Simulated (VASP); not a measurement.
# Ta (Im-3m) in VASP: a series of runs

The runs below take Ta through relaxation of the atoms, with LDA.

Program: VASP 6.6.1. These are calculated values, not measurements. Logs are shortened: lines on timing, memory, paths and dates and some standing lists are left out, and cuts for length are marked.

## (1) The structure

The structure is cubic, space group Im-3m (No. 229). Conventional cell: a = 3.257 Å, b = 3.257 Å, c = 3.257 Å, α = 90.00°, β = 90.00°, γ = 90.00°. Ta (site symmetry m-3m) has 8 Ta at 2.82 Å as nearest neighbours.

## (2) Relaxation of the atoms, LDA

INCAR reads:

```
SYSTEM = Ta
PREC = Accurate ; ENCUT = 600
EDIFF = 1E-7 ; ISMEAR = 1
SIGMA = 0.1 ; LREAL = .FALSE.
LASPH = .TRUE. ; NELM = 80
ALGO = Normal ; ISIF = 2
LWAVE = .FALSE. ; LCHARG = .FALSE.
GGA = CA ; IBRION = 2
NSW = 40 ; EDIFFG = -0.01
```

KPOINTS reads:

```
Automatic mesh
0
G
  16 16 16
  0 0 0
```

POSCAR reads:

```
Ta                                      
1.0
   -1.6282913206      1.6282913206      1.6282913206
    1.6282913206     -1.6282913206      1.6282913206
    1.6282913206      1.6282913206     -1.6282913206
  Ta            
     1
Direct
     0.0000000000000000    0.0000000000000000    0.0000000000000000
```

Potentials or basis: VASP PAW LDA potentials, release 64 (Ta_pv).

Run with:

```console
> cat potpaw_LDA.64/Ta_pv/POTCAR > POTCAR
> mpirun -np 1 vasp_std > vasp.out
```

OUTCAR:

```text
SYSTEM = Ta
   PREC = Accurate
   ENCUT = 600
   EDIFF = 1E-7
   ISMEAR = 1
   LREAL = .FALSE.
   LASPH = .TRUE.
   NELM = 80
   ISIF = 2
   GGA = CA
   IBRION = 2
   NSW = 40
   EDIFFG = -0.01

 ion  position               nearest neighbor table
   1  0.000  0.000  0.000-

  LATTYP: Found a body centered cubic cell.
 ALAT       =     3.2565826412

  Lattice vectors:

 A1 = (  -1.6282913206,   1.6282913206,   1.6282913206)
 A2 = (   1.6282913206,  -1.6282913206,   1.6282913206)
 A3 = (   1.6282913206,   1.6282913206,  -1.6282913206)

Analysis of symmetry for initial positions (statically):
=====================================================================
 Subroutine PRICEL returns:
 Original cell was already a primitive cell.

 Routine SETGRP: Setting up the symmetry group for a
 body centered cubic supercell.

 Subroutine GETGRP returns: Found 48 space group operations
 (whereof 48 operations were pure point group operations)
 out of a pool of 48 trial point group operations.

The static configuration has the point symmetry O_h .

Analysis of symmetry for dynamics (positions and initial velocities):
=====================================================================
 Subroutine PRICEL returns:
 Original cell was already a primitive cell.

 Routine SETGRP: Setting up the symmetry group for a
 body centered cubic supercell.

 Subroutine GETGRP returns: Found 48 space group operations
 (whereof 48 operations were pure point group operations)
 out of a pool of 48 trial point group operations.

The dynamic configuration has the point symmetry O_h .

 Subroutine INISYM returns: Found 48 space group operations
 (whereof 48 operations are pure point group operations),
 and found     1 'primitive' translations

----------------------------------------------------------------------------------------

                                     Primitive cell

  volume of cell :      17.2686

  direct lattice vectors                    reciprocal lattice vectors
    -1.628291321  1.628291321  1.628291321     0.000000000  0.307070359  0.307070359
     1.628291321 -1.628291321  1.628291321     0.307070359  0.000000000  0.307070359
     1.628291321  1.628291321 -1.628291321     0.307070359  0.307070359  0.000000000

  length of vectors
     2.820283297  2.820283297  2.820283297     0.434263066  0.434263066  0.434263066

  position of ions in fractional coordinates (direct lattice)
     0.000000000  0.000000000  0.000000000

  ion indices of the primitive-cell ions
[... 80 lines left out ...]
   ISIF   =      2    stress and relaxation
   ISYM   =      2    0-nonsym 1-usesym 2-fastsym
   POTIM  = 0.5000    time-step for ionic-motion
   TEBEG  =    0.0;   TEEND  =   0.0 temperature during run
   PSTRESS=    0.0 pullay stress
   NELECT =      11.0000    total number of electrons
   NUPDOWN=      -1.0000    fix difference up-down
   EMIN   =  10.00;   EMAX   =-10.00  energy-range for DOS
   EFERMI =   0.00;   METHOD = LEGACY
   ISMEAR =     1;   SIGMA  =   0.10  broadening in eV -4-tet -1-fermi 0-gaus
   EFERMI_NEDOS =   21; number of points for ismear=-14 and -15
   IALGO  =     38    algorithm
   IMIX   =      4    mixing-type and parameters
     AMIX     =   0.40;   BMIX     =  1.00
     AMIX_MAG =   1.60;   BMIX_MAG =  1.00
  volume/ion in A,a.u.               =      17.27       116.53
  Fermi-wavevector in a.u.,A,eV,Ry     =   1.408598  2.661864 26.995963  1.984147
  Thomas-Fermi vector in A             =   2.530739
   LORBIT       =      0    0 simple, 1 ext, 2 COOP (PROOUT), +10 PAW based schemes
   GGA     = CA    functional components
   LHFCALC =     F    Hartree Fock is set to
   AEXX    =    0.0000 exact exchange contribution
   IVDW    =     0    specifies the selected vdW correction
   LEPSILON=     F    determine dielectric tensor
   LRPA    =     F    only Hartree local field effects (RPA)
 conjugate gradient relaxation of ions
 non-spin polarized calculation
 Methfessel and Paxton  Order N= 1 SIGMA  =   0.10
  energy-cutoff  :      600.00
  volume of cell :       17.27
 maximum number of plane-waves:       603
   NGX = 11   NGY = 11   NGZ = 11

 number of electron      11.0000000 magnetization

 Free energy of the ion-electron system (eV)
  ---------------------------------------------------
  ext. energy  EPLUGINS =         0.00000000
  ---------------------------------------------------
  free energy    TOTEN  =       -12.82368335 eV

  energy without entropy =      -12.82304165  energy(sigma->0) =      -12.82346945

 E-fermi :   5.7388     XC(G=0): -13.0106

 val. band max:        5.7271774306   @ k =  -0.4375   0.4375   0.1875
 cond. band min:       5.7408960271   @ k =  -0.4375   0.4375   0.1250
 fundamental gap:      0.0137185965
 Fermi energy:         5.7387729927

 k-point     1 :       0.0000    0.0000    0.0000
  band No.  band energies     occupation
      1     -26.9760      2.00000
      2     -26.9760      2.00000
      3     -26.9760      2.00000
      4      -2.2453      2.00000
      5       6.4233     -0.00000
      6       6.4233     -0.00000
      7       6.4233     -0.00000
      8       9.8337      0.00000
      9       9.8337      0.00000
[... 265 lines left out ...]
 k-point    24 :       0.2500    0.1875    0.0000
  band No.  band energies     occupation
      1     -28.0577      2.00000
      2     -27.4240      2.00000
      3     -27.0956      2.00000
      4       2.0349      2.00000
      5       4.3954      2.00000
      6       5.1463      2.00000
      7       9.1634      0.00000
      8      10.7529      0.00000
      9      12.8269      0.00000

 [... further k-points ...]

------------------------ aborting loop because EDIFF is reached ----------------------------------------

  FORCE on cell =-STRESS in cart. coord.  units (eV):
  Direction    XX          YY          ZZ          XY          YZ          ZX
  --------------------------------------------------------------------------------------
  -------------------------------------------------------------------------------------
  Total       -0.0039110     -0.0039110     -0.0039110      0.0000000      0.0000000      0.0000000
  in kB       -0.3628644     -0.3628644     -0.3628644      0.0000000      0.0000000      0.0000000
  external PRESSURE =      -0.3628644 kB  Pullay stress =       0.0000000 kB

 VOLUME and BASIS-vectors are now :
 -----------------------------------------------------------------------------
  energy-cutoff  :      600.00
  volume of cell :       17.27
      direct lattice vectors                 reciprocal lattice vectors
    -1.628291321  1.628291321  1.628291321     0.000000000  0.307070359  0.307070359
     1.628291321 -1.628291321  1.628291321     0.307070359  0.000000000  0.307070359
     1.628291321  1.628291321 -1.628291321     0.307070359  0.307070359  0.000000000

 POSITION                                       TOTAL-FORCE (eV/Angst)
 -----------------------------------------------------------------------------------
      0.00000      0.00000      0.00000         0.000000      0.000000     -0.000000
 -----------------------------------------------------------------------------------
    total drift:                               -0.000000      0.000000      0.000000

  FREE ENERGIE OF THE ION-ELECTRON SYSTEM (eV)
  ---------------------------------------------------
  free  energy   TOTEN  =       -12.8236833542 eV

  energy  without entropy=      -12.8230416473  energy(sigma->0) =      -12.82346945

 reached required accuracy - stopping structural energy minimisation
```

CONTCAR:

```text
Ta
   1.00000000000000
    -1.6282913206000000    1.6282913206000000    1.6282913206000000
     1.6282913206000000   -1.6282913206000000    1.6282913206000000
     1.6282913206000000    1.6282913206000000   -1.6282913206000000
  Ta
     1
Direct
     0.0000000000000000    0.0000000000000000    0.0000000000000000

  0.00000000E+00  0.00000000E+00  0.00000000E+00
```

Run time: 7.4 s. Hardware: 1 thread of Intel Xeon 6975P-C (Granite Rapids), shared host; peak memory 0.15 GiB.

What came out:

```
Free energy             : -12.8237 eV
Pressure after relaxing : 0.0 GPa
Band gap on the k mesh  : none (metal or under the smearing width)
```

Final structure:
```
CELL_PARAMETERS angstrom
-1.62829 1.62829 1.62829
1.62829 -1.62829 1.62829
1.62829 1.62829 -1.62829
ATOMIC_POSITIONS crystal
Ta 0.00000 0.00000 0.00000
```

Caveat: the relaxation stopped at its first step, so nothing moved. The run has no spin-orbit coupling, so splittings on Ta are missing.

## (3) Relaxation of the atoms, LDA (a relaxed cell with its volume scaled by 1.02)

INCAR is that of step 2.

KPOINTS is that of step 2.

POSCAR reads:

```
Ta                                      
1.0
   -1.6390750211      1.6390750211      1.6390750211
    1.6390750211     -1.6390750211      1.6390750211
    1.6390750211      1.6390750211     -1.6390750211
  Ta            
     1
Direct
     0.0000000000000000    0.0000000000000000    0.0000000000000000
```

Potentials or basis: VASP PAW LDA potentials, release 64 (Ta_pv).

Run with:

```console
> cat potpaw_LDA.64/Ta_pv/POTCAR > POTCAR
> mpirun -np 1 vasp_std > vasp.out
```

Wall time 6.6 s (1 thread of Intel Xeon 6975P-C (Granite Rapids), shared host); peak memory 0.15 GiB.

The run converged. Its results:

```yaml
Free_energy: -12.8192 eV
Pressure_after_relaxing: -4.1 GPa
Band_gap_on_the_k_mesh: none (metal or under the smearing width)
```

Final structure:
```yaml
crystal:
  lattice:
    - [-1.63908, 1.63908, 1.63908]
    - [1.63908, -1.63908, 1.63908]
    - [1.63908, 1.63908, -1.63908]
  atoms:
    - { symbol: Ta, position: [0.00000, 0.00000, 0.00000] }
```

Levels at points of the mesh, in eV from the Fermi level:
```tsv
k point	band 2	band 3	band 4	band 5	band 6	band 7	band 8	band 9
(0.00, 0.00, 0.00)	-32.79	-32.79	-7.91	0.69	0.69	0.69	4.03	4.03
(0.50, 0.00, 0.00)	-33.21	-32.80	-4.45	-1.63	1.86	3.92	4.96	7.99
(0.50, 0.50, 0.50)	-33.69	-33.69	-3.94	-3.94	6.99	6.99	6.99	8.97
```

Caveat: the relaxation stopped at its first step, so nothing moved. Spin-orbit coupling is left out, which matters for the levels of Ta.

## (4) Relaxation of the atoms, LDA (a relaxed cell with its volume scaled by 1.04)

INCAR is that of step 3.

KPOINTS is that of step 3.

POSCAR reads:

```
Ta                                      
1.0
   -1.6497186636      1.6497186636      1.6497186636
    1.6497186636     -1.6497186636      1.6497186636
    1.6497186636      1.6497186636     -1.6497186636
  Ta            
     1
Direct
     0.0000000000000000    0.0000000000000000    0.0000000000000000
```

Run with:

```console
> cat potpaw_LDA.64/Ta_pv/POTCAR > POTCAR
> mpirun -np 1 vasp_std > vasp.out
```

Wall time 6.4 s (1 thread of Intel Xeon 6975P-C (Granite Rapids), shared host); peak memory 0.15 GiB.

The run converged. Its results:

* Free energy: -12.8064 eV
* Pressure after relaxing: -7.8 GPa
* Band gap on the k mesh: none (metal or under the smearing width)

Final structure:
```yaml
crystal:
  lattice:
    - [-1.64972, 1.64972, 1.64972]
    - [1.64972, -1.64972, 1.64972]
    - [1.64972, 1.64972, -1.64972]
  atoms:
    - { symbol: Ta, position: [0.00000, 0.00000, 0.00000] }
```

Levels at points of the mesh, in eV from the Fermi level:
```tsv
k point	band 1	band 2	band 3	band 4	band 5	band 6	band 7	band 8	band 9
(0.00, 0.00, 0.00)	-32.87	-32.87	-32.87	-7.83	0.69	0.69	0.69	3.96	3.96
(0.50, 0.00, 0.00)	-34.08	-33.26	-32.88	-4.36	-1.57	1.77	3.84	4.86	7.79
(0.50, 0.50, 0.50)	-33.71	-33.71	-33.71	-3.82	-3.82	6.82	6.82	6.82	8.79
```

Caveat: the relaxation stopped at its first step, so nothing moved.

## (5) Relaxation of the atoms, LDA (a relaxed cell with its volume scaled by 1.06)

INCAR is that of step 4.

KPOINTS is that of step 4.

POSCAR reads:

```
Ta                                      
1.0
   -1.6602267091      1.6602267091      1.6602267091
    1.6602267091     -1.6602267091      1.6602267091
    1.6602267091      1.6602267091     -1.6602267091
  Ta            
     1
Direct
     0.0000000000000000    0.0000000000000000    0.0000000000000000
```

Run with:

```console
> cat potpaw_LDA.64/Ta_pv/POTCAR > POTCAR
> mpirun -np 1 vasp_std > vasp.out
```

It took 6.6 s on 1 thread of Intel Xeon 6975P-C (Granite Rapids), shared host; peak memory 0.15 GiB.

It converged, with:

```
Free energy             : -12.7861 eV
Pressure after relaxing : -11.1 GPa
Band gap on the k mesh  : none (metal or under the smearing width)
```

Final structure:
```cif
data_structure
_symmetry_space_group_name_H-M 'P 1'
_symmetry_Int_Tables_number 1
_cell_length_a 2.8756
_cell_length_b 2.8756
_cell_length_c 2.8756
_cell_angle_alpha 109.471
_cell_angle_beta 109.471
_cell_angle_gamma 109.471
_cell_volume 18.30
loop_
_atom_site_label
_atom_site_type_symbol
_atom_site_fract_x
_atom_site_fract_y
_atom_site_fract_z
_atom_site_occupancy
Ta1 Ta 0.00000 0.00000 0.00000 1
```

Levels at points of the mesh, in eV from the Fermi level:
| k point | band 1 | band 2 | band 3 | band 4 | band 5 | band 6 | band 7 | band 8 | band 9 |
| --- | --- | --- | --- | --- | --- | --- | --- | --- | --- |
| (0.00, 0.00, 0.00) | -32.95 | -32.95 | -32.95 | -7.76 | 0.69 | 0.69 | 0.69 | 3.89 | 3.89 |
| (0.50, 0.00, 0.00) | -34.08 | -33.31 | -32.95 | -4.28 | -1.52 | 1.69 | 3.76 | 4.75 | 7.61 |
| (0.50, 0.50, 0.50) | -33.74 | -33.74 | -33.74 | -3.70 | -3.70 | 6.67 | 6.67 | 6.67 | 8.62 |

Caveat: the relaxation stopped at its first step, so nothing moved.

## (6) Overview

```csv
cell,gap on the mesh (eV),pressure (GPa)
atoms relaxed,none,0.0
atoms relaxed from: a relaxed cell with its volume scaled by 1.02,none,-4.1
atoms relaxed from: a relaxed cell with its volume scaled by 1.04,none,-7.8
atoms relaxed from: a relaxed cell with its volume scaled by 1.06,none,-11.1
```

Alike in all rows: task relaxation of the atoms; level LDA; potentials or basis VASP PAW LDA potentials, release 64 (Ta_pv); no spin polarisation; k mesh 16 × 16 × 16; cutoff (eV) 600; smearing methfessel-paxton 0.1 eV.

Caveats: the relaxation stopped at its first step, so nothing moved.

Absolute energies hang on the potentials; compare differences alone.
